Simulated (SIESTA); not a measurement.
Hg, a slab with vacuum:

```
Hg
1.0
     3.60580    0.00000    0.00000
     1.79952    3.12466    0.00000
     0.00000    0.00000   29.04850
Hg
6
Direct
  0.33434 0.33434 0.25819
  0.66925 0.66925 0.35594
  0.33378 0.33378 0.45112
  0.66869 0.66869 0.54888
  0.00360 0.00360 0.64663
  0.66812 0.66812 0.74181
```

The slab is cut from a database's or a generator's crystal, which needn't be the stable form of the element.

Base run:

- Program: SIESTA 5.4.2
- Functional: PW91
- Potentials or basis: PseudoDojo 0.4 standard (PBE files)
- Basis: DZP (energy shift 0.003 Ry; two zetas on semicore shells)
- Grid cutoff: 800 Ry
- Energy shift: 0.003 Ry
- k mesh: 9 × 9 × 1
- Occupations: fermi-dirac, width 0.05 eV
- Spin: no spin polarisation

Its results: band gap on the k mesh 0.84 eV, indirect (least direct gap 1.30 eV); largest force 0.194 eV/Å.

Problem. The run is repeated on the same cell with these changes: functional from PW91 to BLYP. What comes out?

Solution. Band gap on the k mesh 0.98 eV, indirect (least direct gap 1.42 eV); largest force 0.104 eV/Å.

Caveats: the valence orbitals were made in a potential fitted to the semicore shell under them, which widens gaps by tenths of an eV or more; the potentials were made for another functional, which shifts forces and pressure; spin-orbit coupling is left out, which moves the levels of the heavy elements; the basis of atomic orbitals isn't converged, which shifts pressures, moduli and gaps.

A k mesh can miss the band edges.

Not every run made on this cell is shown here.
